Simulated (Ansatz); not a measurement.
# Hf3Co: the cost of one run

Method: DFT PBE, scalar-relativistic, plane waves, PAW, in Ansatz 0.2.0.

### 1 The system as given

Symmetry: Pm-3m, No. 221, cubic system. The conventional cell has a = 4.428 Å, b = 4.428 Å, c = 4.428 Å, α = 90.00°, β = 90.00°, γ = 90.00°. Hf (site symmetry 4/mmm) has 2 Co at 2.21 Å as nearest neighbours. Around Co (site symmetry m-3m) lie 6 Hf at 2.21 Å.

Coordinates:

```
CELL_PARAMETERS angstrom
4.42785 0.00000 0.00000
0.00000 4.42785 0.00000
0.00000 0.00000 4.42785
ATOMIC_POSITIONS crystal
Hf 0.50000 0.00000 0.00000
Hf 0.00000 0.50000 0.00000
Hf 0.00000 0.00000 0.50000
Co 0.00000 0.00000 0.00000
```

(A quick probe on a coarse mesh, which set the mesh and smearing, is not shown.)

### 3 Rough relaxation on the coarse mesh

input.yaml reads:

```yaml
crystal:
  lattice:
    - [4.4278490136, 0.0, 0.0]
    - [0.0, 4.4278490136, 0.0]
    - [0.0, 0.0, 4.4278490136]
  atoms:
    - { symbol: Hf, position: [0.5, 0.0, 0.0], spin: -0.09 }
    - { symbol: Hf, position: [0.0, 0.5, 0.0], spin: -0.09 }
    - { symbol: Hf, position: [0.0, 0.0, 0.5], spin: -0.09 }
    - { symbol: Co, position: [0.0, 0.0, 0.0], spin: 0.02 }
basis:
  ecutwfc: 420
kpoints:
  mp_grid: { grid: [4, 4, 4] }
hamiltonian:
  xc: pbe
scf:
  occupations: { method: gaussian, width: 0.1 }
  lower_state_search: "off"
output:
  forces: true
  stress: true
  eigenvalues: true
  populations: true
magnetization:
  spin_polarized: true
relax:
  adjacent_minimum: "off"
  f_tol: 0.04
  max_steps: 70
  cell: { stress_tol: 0.4 }
```

The run is started by

```console
$ ansatz run input.yaml --threads 1 --pin off --max-ram 2560MiB --backend cpu --events-out ev --progress --plain --runs-dir out
```

What time and memory should one allow on 1 thread of Arm Neoverse V1, shared host?

About 1.8 min, with a peak of 0.47 GiB.
